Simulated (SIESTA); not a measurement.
Runs of SIESTA 5.4.2 on CuO (Tenorite). The structure is monoclinic, space group C2/c (No. 15). Conventional cell: a = 4.684 Å, b = 3.423 Å, c = 5.129 Å, α = 90.00°, β = 99.54°, γ = 90.00°. Around Cu (site symmetry -1) lie 4 O at 1.95 to 1.96 Å. O (site symmetry 2) is surrounded by 4 Cu at 1.95 to 1.96 Å. 

| task | level | potentials or basis | gap on the mesh (eV) | pressure (GPa) | largest force (eV/Å) |
| --- | --- | --- | --- | --- | --- |
| band structure | AM05 | PseudoDojo 0.4 standard (PBEsol files), DZP (energy shift 0.003 Ry; two zetas on semicore shells) | none | -1.3 | 0.22 |
| single point | WC | PseudoDojo 0.4 standard (PBEsol files), DZP (energy shift 0.003 Ry; two zetas on semicore shells) | none | -1.1 | 0.20 |
| single point | PW91 | PseudoDojo 0.4 standard (PBE files), DZP (energy shift 0.003 Ry; two zetas on semicore shells) | none | 6.2 | (c) |
| single point | LDA | PseudoDojo 0.4 standard (LDA files), DZP (energy shift 0.003 Ry; two zetas on semicore shells) | none | -8.0 | (b) |
| single point | BLYP | PseudoDojo 0.4 standard (PBE files), DZP (energy shift 0.003 Ry; two zetas on semicore shells) | none | 13.6 | 0.08 |
| single point | AM05 | PseudoDojo 0.4 standard (PBEsol files), DZP (energy shift 0.003 Ry; two zetas on semicore shells) | none | -1.3 | 0.22 |
| single point | PBEsol | PseudoDojo 0.4 standard (PBEsol files), DZP (energy shift 0.003 Ry; two zetas on semicore shells) | none | -1.5 | (a) |
| single point | RPBE | PseudoDojo 0.4 standard (PBE files), DZP (energy shift 0.003 Ry; two zetas on semicore shells) | none | 12.5 | 0.01 |

Alike in all rows: no spin polarisation; cell as given; k mesh 10 × 10 × 5; smearing fermi-dirac 0.05 eV; grid cutoff 800 Ry; energy shift 0.003 Ry.

**Question.** Estimate the missing entries.

**Answer.** (a) 0.21; (b) 0.31; (c) 0.12.

Caveats: short orbitals over semicore shells can move pressures by several GPa; the basis of atomic orbitals isn't converged, which shifts pressures, moduli and gaps; the run has no spin polarisation, though such a crystal can be magnetic; semilocal functionals often make such compounds metallic where correlation or magnetic order opens a gap, which also shifts bond lengths; the potentials were made for another functional, which shifts forces and pressure (some runs).

A gap of «none» marks a metal or a gap under the smearing width.

Runs at the PBE level aren't shown here.
